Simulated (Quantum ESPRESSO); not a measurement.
# Hf (Im-3m) in Quantum ESPRESSO: a series of runs, part 3 of 4

Quantum ESPRESSO 7.5. The steps go on from the part before.

## (4) Phonons, LDA, target pressure 80 GPa, at which the enthalpy is minimised

Contents of pw.in:

```
&CONTROL
  calculation = 'scf'
  prefix = 'pwscf'
  outdir = './tmp'
  pseudo_dir = './pseudo'
  tprnfor = .true.
  tstress = .true.
  disk_io = 'low'
/
&SYSTEM
  ibrav = 0
  nat = 1
  ntyp = 1
  ecutwfc = 45
  ecutrho = 360
  nbnd = 12
  occupations = 'smearing'
  smearing = 'mv'
  degauss = 0.01469973
/
&ELECTRONS
  conv_thr = 2d-10
  electron_maxstep = 120
  mixing_beta = 0.5
/
ATOMIC_SPECIES
Hf   178.4900 hf_lda_v1.uspp.F.UPF
CELL_PARAMETERS bohr
  -3.4109556549    3.4109556549    3.4109556549
   3.4109556549   -3.4109556549    3.4109556549
   3.4109556549    3.4109556549   -3.4109556549
ATOMIC_POSITIONS bohr
Hf     0.0000000000    0.0000000000    0.0000000000
K_POINTS automatic
10 10 10 0 0 0
```

Contents of relax.in:

```
&CONTROL
  calculation = 'vc-relax'
  prefix = 'pwscf'
  outdir = './tmp'
  pseudo_dir = './pseudo'
  tprnfor = .true.
  tstress = .true.
  disk_io = 'low'
  nstep = 40
  forc_conv_thr = 0.0001
  etot_conv_thr = 1d-06
/
&SYSTEM
  ibrav = 0
  nat = 1
  ntyp = 1
  ecutwfc = 45
  ecutrho = 360
  nbnd = 12
  occupations = 'smearing'
  smearing = 'mv'
  degauss = 0.01469973
/
&ELECTRONS
  conv_thr = 2d-10
  electron_maxstep = 120
  mixing_beta = 0.5
/
&IONS
  ion_dynamics = 'bfgs'
/
&CELL
  cell_dynamics = 'bfgs'
  press = 800
  press_conv_thr = 0.2
/
ATOMIC_SPECIES
Hf   178.4900 hf_lda_v1.uspp.F.UPF
CELL_PARAMETERS bohr
  -3.4109556549    3.4109556549    3.4109556549
   3.4109556549   -3.4109556549    3.4109556549
   3.4109556549    3.4109556549   -3.4109556549
ATOMIC_POSITIONS bohr
Hf     0.0000000000    0.0000000000    0.0000000000
K_POINTS automatic
10 10 10 0 0 0
```

Contents of scf2.in:

```
&CONTROL
  calculation = 'scf'
  prefix = 'pwscf'
  outdir = './tmp'
  pseudo_dir = './pseudo'
  tprnfor = .true.
  tstress = .true.
  disk_io = 'low'
/
&SYSTEM
  ibrav = 0
  nat = 1
  ntyp = 1
  ecutwfc = 45
  ecutrho = 360
  nbnd = 12
  occupations = 'smearing'
  smearing = 'mv'
  degauss = 0.01469973
/
&ELECTRONS
  conv_thr = 1d-13
  electron_maxstep = 120
  mixing_beta = 0.5
  startingpot = 'file'
  startingwfc = 'file'
/
ATOMIC_SPECIES
Hf   178.4900 hf_lda_v1.uspp.F.UPF
CELL_PARAMETERS bohr
  -2.8777927273    2.8777927273    2.8777927273
   2.8777927273   -2.8777927273    2.8777927273
   2.8777927273    2.8777927273   -2.8777927273
ATOMIC_POSITIONS bohr
Hf     0.0000000000    0.0000000000    0.0000000000
K_POINTS automatic
10 10 10 0 0 0
```

Contents of ph.in:

```
phonons of Hf
&INPUTPH
  prefix = 'pwscf'
  outdir = './tmp'
  tr2_ph = 1d-18
  fildyn = 'dyn'
  niter_ph = 90
  alpha_mix(1) = 0.4
/
-0.0000000000 0.8660254038 -0.0000000000
```

Potentials or basis: GBRV 1.5 LDA.

Launch:

```console
> OMP_NUM_THREADS=1 pw.x -in pw.in > pw.out
> OMP_NUM_THREADS=1 pw.x -in relax.in > relax.out
> OMP_NUM_THREADS=1 pw.x -in scf2.in > scf2.out
> OMP_NUM_THREADS=1 ph.x -in ph.in > ph.out
```

pw.out:

```text
This program is part of the open-source Quantum ESPRESSO suite
     for quantum simulation of materials; please cite
[... 9 lines left out ...]
     --------------------
     sticks:   dense  smooth     PW     G-vecs:    dense   smooth      PW
     Sum         941     471    173                18245     6531    1505

     Using Slab Decomposition

     bravais-lattice index     =            0
     lattice parameter (alat)  =       5.9079  a.u.
     unit-cell volume          =     158.7407 (a.u.)^3
     number of atoms/cell      =            1
     number of atomic types    =            1
     number of electrons       =        12.00
     number of Kohn-Sham states=           12
     kinetic-energy cutoff     =      45.0000  Ry
     charge density cutoff     =     360.0000  Ry
     scf convergence threshold =      2.0E-10
     mixing beta               =       0.5000
     number of iterations used =            8  plain     mixing
     Exchange-correlation= SLA  PZ   NOGX NOGC
                           (   1   1   0   0   0   0   0)

     celldm(1)=   5.907948  celldm(2)=   0.000000  celldm(3)=   0.000000
     celldm(4)=   0.000000  celldm(5)=   0.000000  celldm(6)=   0.000000

     crystal axes: (cart. coord. in units of alat)
               a(1) = (  -0.577350   0.577350   0.577350 )
               a(2) = (   0.577350  -0.577350   0.577350 )
               a(3) = (   0.577350   0.577350  -0.577350 )

     reciprocal axes: (cart. coord. in units 2 pi/alat)
               b(1) = ( -0.000000  0.866025  0.866025 )
               b(2) = (  0.866025 -0.000000  0.866025 )
               b(3) = (  0.866025  0.866025  0.000000 )

     PseudoPot. # 1 for Hf read from file:
     hf_lda_v1.uspp.F.UPF
     Pseudo is Ultrasoft + core correction, Zval = 12.0
     Generated by new atomic code, or converted to UPF format
     Using radial grid of  921 points,  8 beta functions with:
                l(1) =   0
                l(2) =   0
                l(3) =   0
                l(4) =   1
                l(5) =   1
                l(6) =   2
                l(7) =   2
                l(8) =   3
     Q(r) pseudized with  6 coefficients,  rinner =    1.200   1.200   1.200
                                                       1.200   1.200   1.200
                                                       1.200

     atomic species   valence    mass     pseudopotential
     Hf               12.00   178.49000     Hf( 1.00)

     48 Sym. Ops., with inversion, found

   Cartesian axes

     site n.     atom                  positions (alat units)
         1        Hf     tau(   1) = (   0.0000000   0.0000000   0.0000000  )

     number of k points=    47  Marzari-Vanderbilt smearing, width (Ry)=  0.0147
                       cart. coord. in units 2pi/alat
        k(    1) = (   0.0000000   0.0000000   0.0000000), wk =   0.0020000
        k(    2) = (   0.0866025   0.0866025   0.0000000), wk =   0.0240000
        k(    3) = (   0.1732051   0.1732051   0.0000000), wk =   0.0240000
        k(    4) = (   0.2598076   0.2598076   0.0000000), wk =   0.0240000
        k(    5) = (   0.3464102   0.3464102   0.0000000), wk =   0.0240000
        k(    6) = (  -0.4330127  -0.4330127   0.0000000), wk =   0.0120000
[... 39 lines left out ...]
        k(   46) = (  -0.8660254  -0.0866025  -0.0866025), wk =   0.0240000
        k(   47) = (  -0.8660254  -0.8660254  -0.8660254), wk =   0.0020000

     Dense  grid:    18245 G-vectors     FFT dimensions: (  36,  36,  36)

     Smooth grid:     6531 G-vectors     FFT dimensions: (  25,  25,  25)

     Initial potential from superposition of free atoms

     starting charge      10.0000, renormalised to      12.0000

     negative rho (up, down):  1.291E-01 0.000E+00
     Starting wfcs are   13 randomized atomic wfcs

     Self-consistent Calculation

     iteration #  1     ecut=    45.00 Ry     beta= 0.50
     Davidson diagonalization with overlap
     ethr =  1.00E-02,  avg # of iterations =  3.6

     negative rho (up, down):  1.128E-01 0.000E+00

     total energy              =    -158.38190734 Ry
     estimated scf accuracy    <       2.49703089 Ry

     iteration #  2     ecut=    45.00 Ry     beta= 0.50
     Davidson diagonalization with overlap
     ethr =  1.00E-02,  avg # of iterations =  2.0
[... 60 lines left out ...]
     iteration #  9     ecut=    45.00 Ry     beta= 0.50
     Davidson diagonalization with overlap
     ethr =  4.82E-12,  avg # of iterations =  1.8

     negative rho (up, down):  1.120E-01 0.000E+00

     End of self-consistent calculation

          k = 0.0000 0.0000 0.0000 (   791 PWs)   bands (ev):

   -48.3511 -16.6567 -16.6567 -16.6567   6.4258  14.6951  14.6951  14.6951
    17.3467  17.3467  26.3100  26.3100

          k = 0.0866 0.0866 0.0000 (   813 PWs)   bands (ev):

   -48.3460 -16.7277 -16.6793 -16.6570   6.7723  14.4643  14.5920  15.0364
    17.0195  17.3483  26.6073  26.9396
[... 8 lines left out ...]
   -48.3156 -17.1248 -16.8090 -16.6582   8.9499  13.3628  13.6022  17.0103
    17.5706  17.6101  25.5494  25.8239

          k = 0.3464 0.3464 0.0000 (   806 PWs)   bands (ev):

   -48.3019 -17.2937 -16.8659 -16.6588   9.8225  12.9618  13.7956  17.2120
    17.9153  19.3653  23.5801  24.1413

          k =-0.4330-0.4330 0.0000 (   814 PWs)   bands (ev):

   -48.2967 -17.3571 -16.8875 -16.6591  10.0426  12.8190  14.2660  17.1311
    18.0849  20.3981  22.6846  23.5612

          k = 0.1732 0.0866 0.0866 (   811 PWs)   bands (ev):

   -48.3366 -16.8524 -16.7043 -16.6739   7.4251  14.1496  14.2062  15.7475
    16.6374  17.4970  27.1148  27.6941

          k = 0.2598 0.1732 0.0866 (   814 PWs)   bands (ev):
[... 71 lines left out ...]
   -48.3276 -16.9090 -16.7615 -16.7133   8.0403  14.2003  14.2149  15.7422
    15.9191  17.9765  26.9382  28.2021

          k = 0.5196 0.3464 0.3464 (   814 PWs)   bands (ev):

   -48.2929 -17.1011 -17.1011 -16.8058  11.9394  12.8248  12.8248  18.0250
    18.0250  19.2075  23.5180  23.5180

          k =-0.0000-0.1732 0.3464 (   822 PWs)   bands (ev):

   -48.3112 -17.1151 -16.8339 -16.7115   9.2555  13.5062  13.6754  16.1031
    17.4538  18.0597  24.9606  27.2023

          k = 0.0866-0.0866 0.3464 (   814 PWs)   bands (ev):

   -48.3131 -17.0468 -16.8304 -16.7493   9.1123  13.5699  14.0868  15.5517
    16.9439  18.1430  25.3992  28.5330

          k = 0.0000-0.2598 0.4330 (   809 PWs)   bands (ev):
[... 36 lines left out ...]
   -48.2937 -17.1140 -16.9946 -16.8980  12.2937  12.5433  12.9252  18.0894
    18.2098  18.8280  23.2249  24.4897

          k = 0.0000 0.0000 0.3464 (   819 PWs)   bands (ev):

   -48.3152 -16.9427 -16.8232 -16.8232   8.9071  14.2368  14.6704  14.6704
    16.0145  18.2070  25.9232  29.4610

          k =-0.0000-0.0866 0.4330 (   807 PWs)   bands (ev):

   -48.2997 -17.0922 -16.8982 -16.8451  10.0375  13.1603  14.5312  15.2503
    17.2387  17.9633  25.1226  28.6824

          k = 0.0000-0.1732 0.5196 (   805 PWs)   bands (ev):

   -48.2872 -17.2333 -16.9581 -16.8385  10.9195  12.6393  14.2562  15.4959
    18.3603  19.0179  23.8258  26.6952

          k = 0.0866-0.0866 0.5196 (   803 PWs)   bands (ev):
[... 11 lines left out ...]
   -48.2780 -17.2327 -17.0561 -16.8748  11.5632  12.1825  14.0091  16.1541
    18.3746  20.6176  22.3761  24.8861

          k =-0.6928-0.1732-0.1732 (   802 PWs)   bands (ev):

   -48.2744 -17.1685 -17.1685 -16.8772  11.9708  11.9708  13.5021  17.6820
    17.6820  21.0853  22.8861  22.8861

          k =-0.0000-0.0000 0.5196 (   799 PWs)   bands (ev):

   -48.2855 -17.0929 -16.9765 -16.9765  10.8883  12.4585  15.4690  15.4690
    17.4509  17.4574  26.0730  27.2935

          k = 0.0000-0.0866 0.6062 (   803 PWs)   bands (ev):

   -48.2740 -17.1795 -17.0390 -16.9932  11.3988  11.8617  15.7127  15.7129
    18.1974  18.7878  24.2084  25.1920

          k =-0.8660-0.1732-0.1732 (   806 PWs)   bands (ev):
[... 16 lines left out ...]
   -48.2592 -17.1724 -17.1278 -17.1074  11.1085  11.1353  17.4858  17.6736
    19.6989  20.1252  21.3240  22.0419

          k =-0.8660-0.8660-0.8660 (   856 PWs)   bands (ev):

   -48.2552 -17.1527 -17.1527 -17.1527  10.9175  10.9175  19.6309  19.6309
    19.6309  20.1363  20.1363  20.1363

     the Fermi energy is    13.2699 ev

!    total energy              =    -158.55852801 Ry
     estimated scf accuracy    <          4.8E-11 Ry
     smearing contrib. (-TS)   =       0.00038861 Ry
     internal energy E=F+TS    =    -158.55891662 Ry

     The total energy is F=E-TS. E is the sum of the following terms:
     one-electron contribution =     -20.81960699 Ry
     hartree contribution      =      14.28411641 Ry
     xc contribution           =     -75.20483475 Ry
     ewald contribution        =     -76.81859129 Ry

     convergence has been achieved in   9 iterations

     negative rho (up, down):  1.120E-01 0.000E+00

     Forces acting on atoms (cartesian axes, Ry/au):

     atom    1 type  1   force =     0.00000000    0.00000000    0.00000000

     Total force =     0.000000     Total SCF correction =     0.000000

     Computing stress (Cartesian axis) and pressure

     negative rho (up, down):  1.120E-01 0.000E+00
          total   stress  (Ry/bohr**3)                   (kbar)     P=     -126.90
  -0.00086266   0.00000000   0.00000000         -126.90        0.00        0.00
   0.00000000  -0.00086266   0.00000000            0.00     -126.90        0.00
   0.00000000   0.00000000  -0.00086266            0.00        0.00     -126.90

=------------------------------------------------------------------------------=
   JOB DONE.
=------------------------------------------------------------------------------=
```

Run time: 1.7 min. Hardware: 1 thread of Intel Xeon Platinum 8259CL at 2.50GHz (Skylake/Cascade Lake), shared host; peak memory 0.17 GiB.

What came out:

- Free energy: -2156.2479 eV
- Relaxed volume: 14.13 Å³/atom
- Relaxed cell: a = 2.638 Å, b = 2.638 Å, c = 2.638 Å, α = 109.47°, β = 109.47°, γ = 109.47°
- Space group after relaxing (to 0.05 Å): Im-3m (No. 229)
- Pressure after relaxing: 79.5 GPa
- Band gap on the k mesh: none (metal or under the smearing width)
- Highest phonon frequency at the q point run: 223 cm⁻¹

The path:
```csv
step,energy change (eV),largest force (eV/Å),pressure (GPa),volume (Å³)
1,0.0000,0.0000,-12.69,23.52
2,1.0763,0.0000,81.58,14.07
3,1.0288,0.0000,79.15,14.16
4,1.0454,0.0000,79.99,14.13
5,1.0456,0.0000,80.00,14.13
```

Final structure:
```xyz
1
Lattice="-1.5229 1.5229 1.5229 1.5229 -1.5229 1.5229 1.5229 1.5229 -1.5229" Properties=species:S:1:pos:R:3 pbc="T T T"
Hf    0.0000    0.0000    0.0000
```

Phonon frequencies in cm⁻¹ (negative: imaginary):
```tsv
q point	frequencies
(0.500, -0.500, 0.500)	223 223 223
```

Phonon modes at q = (0.500, -0.500, 0.500) in reciprocal lattice units:
| mode | symmetry | cm⁻¹ |
| --- | --- | --- |
| 1 | T_1u | 223 |
| 2 | T_1u | 223 |
| 3 | T_1u | 223 |

Caveat: the mesh is thin for the phonons of a metal; the volume moved by over 15 % at a fixed basis, so the end points are rough; the cell is more than 3 GPa from zero pressure, which shifts response properties.

[end of part 3 of 4]
